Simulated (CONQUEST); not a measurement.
Pb:

```
Pb
1.0
     3.50021    0.00000    0.00000
     0.00000    3.50021    0.00000
     0.00000    0.00000    4.95004
Pb
2
Direct
  0.00000 0.00000 0.00000
  0.50000 0.50000 0.50000
```

| Item | Value |
| --- | --- |
| Program | CONQUEST 1.3 |
| Task | single point |
| Functional | PBE |
| Potentials or basis | PseudoDojo NC PBE, DZP, grid cutoff 120 Ha |
| k mesh | 8 × 8 × 6 |
| Occupations | fermi-dirac, width 0.05 eV |
| Spin | no spin polarisation |

On this cell: pressure 3.0 GPa; largest force zero by symmetry; band gap on the k mesh none (metal or under the smearing width).

The same run follows on a disturbed copy (atoms of the box moved at random, drawn with an rms of 0.05 Å):

```
Pb
1.0
     3.50021    0.00000    0.00000
     0.00000    3.50021    0.00000
     0.00000    0.00000    4.95004
Pb
2
Direct
  0.99359 0.98389 0.99904
  0.49058 0.50671 0.49104
```

Q: What changes?

A: The energy (extrapolated to zero smearing) moves by +1.8 meV/atom; pressure 3.1 GPa; largest force 0.135 eV/Å; band gap on the k mesh none (metal or under the smearing width).

Forces on the atoms (eV/Å):
```
Pb  -0.021  0.082 -0.105
Pb   0.001 -0.060  0.106
```

The forces don't sum to zero, so they hold noise of the program's grid.

Caveats: the basis of atomic orbitals isn't converged, which shifts pressures, moduli and gaps.
